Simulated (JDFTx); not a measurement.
A run of JDFTx 1.7.0 (patched build) is set up as follows.

The input PtS2.in:

```
include PtS2.lattice
coords-type Lattice
include PtS2.ionpos

ion-species pseudo/Pt.upf
ion-species pseudo/S.upf
elec-cutoff 42 336
elec-ex-corr gga-PBEsol
kpoint-folding 9 9 5
elec-smearing Fermi 0.0018374661
elec-n-bands 22
electronic-SCF nIterations 100 energyDiffThreshold 1e-09
electronic-minimize nIterations 30 energyDiffThreshold 1e-7
converge-empty-states yes
forces-output-coords Cartesian

dump-name run.$VAR
dump End Ecomponents EigStats BandEigs Kpoints Forces Stress ElecDensity
```

PtS2.lattice

```
lattice \
    6.6956776048    -3.3478388024     0.0000000000 \
    0.0000000000     5.7986269013     0.0000000000 \
    0.0000000000     0.0000000000     9.5219519968
```

PtS2.ionpos

```
ion Pt     0.0000000000     0.0000000000     0.0000000000 1
ion S      0.6666666667     0.3333333333     0.7730000000 1
ion S      0.3333333333     0.6666666667     0.2270000000 1
```

Potentials or basis: PseudoDojo-SR-PBEsol-0.4.1-standard with smoothed tails.

Command:

```bash
$ jdftx -c 1 -i PtS2.in -o PtS2.out
```

(1) What does it give for the pressure?

(2) Estimate the Loewdin charges.

Answers

(1) 6.2 GPa.

(2) Pt +0.66; S -0.20 e.
